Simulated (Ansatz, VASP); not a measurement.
## Two plane-wave programs on BN

```
CELL_PARAMETERS angstrom
0.00000 3.39046 2.16609
1.21408 0.00000 2.16609
1.21408 3.39046 0.00000
ATOMIC_POSITIONS crystal
B 0.00005 0.00005 0.99995
N 0.66665 0.66665 0.33335
```

Change from the starting cell: strain -0.030 along x and y, +0.000 along z, atoms carried along.

Alike in both runs: task single point; functional PBE; dispersion D3(BJ); k mesh 12 × 12 × 12; occupations gaussian, width 0.05 eV; no spin polarisation.

|  | VASP | Ansatz |
| --- | --- | --- |
| version | VASP 6.6.1 | Ansatz 0.2.0 |
| potentials or method | VASP PAW PBE potentials, release 64 (B, N) | scalar-relativistic, plane waves, PAW |
| plane-wave cutoff (eV) | 520 | 420 |
| valence electrons in the cell | 8 | 8 |

Ansatz gave:

| Item | Value |
| --- | --- |
| gap on the k mesh at the Fermi level (eV) | 3.67 |
| least direct gap on the mesh (eV) | 4.70 |
| pressure (GPa) | 12.8 |
| largest component of the traceless stress (GPa) | 18.80 |
| rms of the force components (eV/Å) | 0.265 |

Task: Estimate VASP's values.

Result: gap on the k mesh at the Fermi level (eV): 3.66; least direct gap on the mesh (eV): 4.70; pressure (GPa): 12.8; largest component of the traceless stress (GPa): 18.94; rms of the force components (eV/Å): 0.265.

Atom by atom the forces differ by 0.000 eV/Å (rms over components).

A k mesh can miss the band edges.
